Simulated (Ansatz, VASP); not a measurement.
## One calculation of Li, two programs

POSCAR

```
Li
1.0
    0.0000000000      2.2309770072      2.2309770072
    2.2309770072      0.0000000000      2.2309770072
    2.2309770072      2.2309770072      0.0000000000
Li
1
Direct
    0.0000000000      0.0000000000      0.0000000000
```

Contents of INCAR.step1:

```
SYSTEM = Li
ALGO     = Normal         ! electronic algorithm
EDIFF    = 1E-4           ! SCF threshold, eV
ENCUT    = 600            ! plane-wave cutoff, eV
GGA      = PE             ! functional
ISMEAR   = -1             ! smearing method
LASPH    = .True.         ! aspherical terms in the spheres
LCHARG   = .False.        ! write CHGCAR
LREAL    = .False.        ! projectors in reciprocal space
LWAVE    = .True.         ! write WAVECAR
NELM     = 100            ! most SCF steps
PREC     = Accurate       ! precision mode
SIGMA    = 0.025          ! smearing width, eV
```

The input INCAR.step2:

```
SYSTEM = Li
ALGO     = Normal         ! electronic algorithm
BPARAM   = 11.95        
CPARAM   = 0.0093       
EDIFF    = 1E-6           ! SCF threshold, eV
EDIFFG   = -0.01          ! ionic threshold
ENCUT    = 600            ! plane-wave cutoff, eV
IBRION   = 2              ! ionic algorithm
ISIF     = 3              ! what is computed and relaxed
ISMEAR   = -1             ! smearing method
ISTART   = 1            
IVDW_NL  = 2            
LASPH    = .True.         ! aspherical terms in the spheres
LCHARG   = .False.        ! write CHGCAR
LMIXTAU  = .True.       
LREAL    = .False.        ! projectors in reciprocal space
LUSE_VDW = .True.       
LWAVE    = .False.        ! write WAVECAR
METAGGA  = R2SCAN         ! meta-GGA
NELM     = 100            ! most SCF steps
NSW      = 60             ! ionic steps
PREC     = Accurate       ! precision mode
SIGMA    = 0.025          ! smearing width, eV
```

File KPOINTS:

```
k-points
0
Gamma
  10 10 10
  0 0 0
```

File input.yaml:

```yaml
crystal:
  lattice:
    - [0.0, 2.2309770072, 2.2309770072]
    - [2.2309770072, 0.0, 2.2309770072]
    - [2.2309770072, 2.2309770072, 0.0]
  atoms:
    - { symbol: Li, position: [0.0, 0.0, 0.0] }
hamiltonian:
  xc: r2scan
  pseudopotentials: { kind: paw, source: jth }
  dispersion: rvv10
kpoints:
  mp_grid: { grid: [10, 10, 10] }
scf:
  occupations: { method: fermi_dirac, width: 0.025 }
output:
  forces: true
  stress: true
  write_density: true
  write_potential: true
  elf: true
  volumetric_format: npy
relax:
  f_tol: 0.01
  max_steps: 40
  cell: { stress_tol: 0.05 }
```

Change from the starting cell: volume scaled by 1.04.

Alike in both runs: task relaxation of cell and atoms; functional r2SCAN; dispersion rVV10; k mesh 10 × 10 × 10; occupations fermi-dirac, width 0.025 eV; no spin polarisation.

|  | VASP | Ansatz |
| --- | --- | --- |
| version | VASP 6.6.1 | Ansatz 0.2.0 |
| potentials or method | VASP PAW PBE potentials, release 64 (Li_sv) | JTH PAW |
| plane-wave cutoff (eV) | 600 | 1170 |
| valence electrons in the cell | 3 | 3 |

|  | VASP | Ansatz | Ansatz less VASP |
| --- | --- | --- | --- |
| gap on the k mesh at the Fermi level, each at its own relaxed structure (eV) | none | none | - |
| relaxed volume (Å³/atom) | 20.61 | 20.96 | +0.351 |
| relaxed cell length with the largest relative difference (Å) | 3.077 | 3.095 | +0.0174 |
| energy change over the relaxation (meV/atom) | -4 | -3 | +1.1 |

A gap of «none» marks a metal or a gap that the smearing closes.

Caveats: the cutoff is under 1.25 times the usual one of these potentials, so pressure, stress and relaxed cells hold a basis-set (Pulay) error (VASP); the PAW data sets were made with another functional, which shifts forces and pressure a little (VASP); the plane-wave basis is chosen anew once the cell has moved, so the energies of steps on either side of that aren't comparable (Ansatz).
